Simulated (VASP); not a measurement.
Write the native input for VASP 6.6.1 that does the following.

```
Task                   : relaxation of cell and atoms
Functional             : rev-vdW-DF2
Potentials or basis    : VASP PAW PBE potentials, release 64 (Mg, O)
Cutoff                 : 600 eV
k mesh                 : 6 × 6 × 6
Occupations            : fermi-dirac, width 0.05 eV
Spin                   : no spin polarisation
Further INCAR settings : ALGO = Normal; EDIFF = 1e-06; IBRION = 2; EDIFFG = -0.01; NSW = 60; ISIF = 3
```

The structure of MgO2 lies in POSCAR:

```
MgO2
1.0
    4.8286124700      0.0000000000      0.0000000000
    0.0000000000      4.8286124700      0.0000000000
    0.0000000000      0.0000000000      4.8286124700
Mg O
4 8
Direct
    0.0000000000      0.0000000000      0.0000000000
    0.5000000000      0.0000000000      0.5000000000
    0.5000000000      0.5000000000      0.0000000000
    0.0000000000      0.5000000000      0.5000000000
    0.5894244400      0.9105755600      0.0894244400
    0.9105755600      0.0894244400      0.5894244400
    0.0894244400      0.5894244400      0.9105755600
    0.4105755600      0.4105755600      0.4105755600
    0.5894244400      0.5894244400      0.5894244400
    0.9105755600      0.4105755600      0.0894244400
    0.0894244400      0.9105755600      0.4105755600
    0.4105755600      0.0894244400      0.9105755600
```

The cell is a database's computed one.

These files were run (other wordings do the same):

INCAR

```
PREC     = Accurate       # precision mode
ENCUT    = 600            # plane-wave cutoff, eV
EDIFF    = 1E-6           # SCF threshold, eV
ISMEAR   = -1             # smearing method
SIGMA    = 0.05           # smearing width, eV
LREAL    = F              # projectors in reciprocal space
LASPH    = T              # aspherical terms in the spheres
NELM     = 60             # most SCF steps
ALGO     = Normal         # electronic algorithm
ISIF     = 3              # what is computed and relaxed
LWAVE    = F              # write WAVECAR
LCHARG   = F              # write CHGCAR
GGA      = MK             # functional
LUSE_VDW = T            
AGGAC    = 0.0          
PARAM1   = 0.1234       
PARAM2   = 0.711357     
ZAB_VDW  = -1.8867      
IBRION   = 2              # ionic algorithm
NSW      = 60             # ionic steps
EDIFFG   = -0.01          # ionic threshold
```

KPOINTS

```
regular mesh
0
Gamma
  6 6 6
```

Potentials or basis: VASP PAW PBE potentials, release 64 (Mg, O).

Run with:

```console
$ cat potpaw_PBE.64/Mg/POTCAR potpaw_PBE.64/O/POTCAR > POTCAR
$ mpirun -np 1 vasp_std > vasp.out
```

Results of the run:

```yaml
Relaxed_volume: 9.53 Å³/atom
Relaxed_cell: a = 4.855 Å, b = 4.855 Å, c = 4.855 Å, α = 90.00°, β = 90.00°, γ = 90.00°
Space_group_after_relaxing_to_0.05_Å: Pa-3 (No. 205)
Energy_gained_by_relaxing: 1.4 meV/atom
Ionic_steps: 5
Pressure_after_relaxing: 0.0 GPa
Largest_force_after_relaxing: 0.006 eV/Å
Band_gap_on_the_k_mesh: 3.82 eV, indirect (least direct gap 3.94 eV)
```

Caveat: the PAW data sets were made with another functional, which shifts forces and pressure a little.

It took 4.6 min on 1 thread of Intel(R) Xeon(R) 6975P-C (Granite Rapids), on a shared host, peak memory 0.63 GiB.
